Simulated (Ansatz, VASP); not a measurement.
**PbF2 (Fluorocronite): VASP beside Ansatz**

```
Pb F
1.0
     0.00000    2.92361    2.92361
     2.92361    0.00000    2.92361
     2.92361    2.92361    0.00000
Pb F
1 2
Direct
  0.00000 0.00000 0.00000
  0.75000 0.75000 0.75000
  0.25000 0.25000 0.25000
```

Change from the starting cell: volume scaled by 0.96.

Alike in both runs: task single point; functional PBE; k mesh 8 × 8 × 8; occupations fermi-dirac, width 0.05 eV; no spin polarisation.

```csv
,VASP,Ansatz
version,VASP 6.6.1,Ansatz 0.2.0
potentials or method,"VASP PAW PBE potentials, release 64 (Pb_d, F)",Ansatz PAW
plane-wave cutoff (eV),520,420
valence electrons in the cell,28,28
```

|  | VASP | Ansatz | Ansatz less VASP |
| --- | --- | --- | --- |
| gap on the k mesh at the Fermi level (eV) | 4.40 | 4.41 | +0.003 |
| least direct gap on the mesh (eV) | 4.56 | 4.56 | +0.002 |
| pressure (GPa) | 6.0 | 6.2 | +0.20 |

Caveats: spin-orbit coupling is left out, which as a rule narrows the gap of such compounds by several tenths of an eV; the pressure holds a Pulay correction of +0.5 GPa for the finite cutoff (Ansatz). A k mesh can miss the band edges.
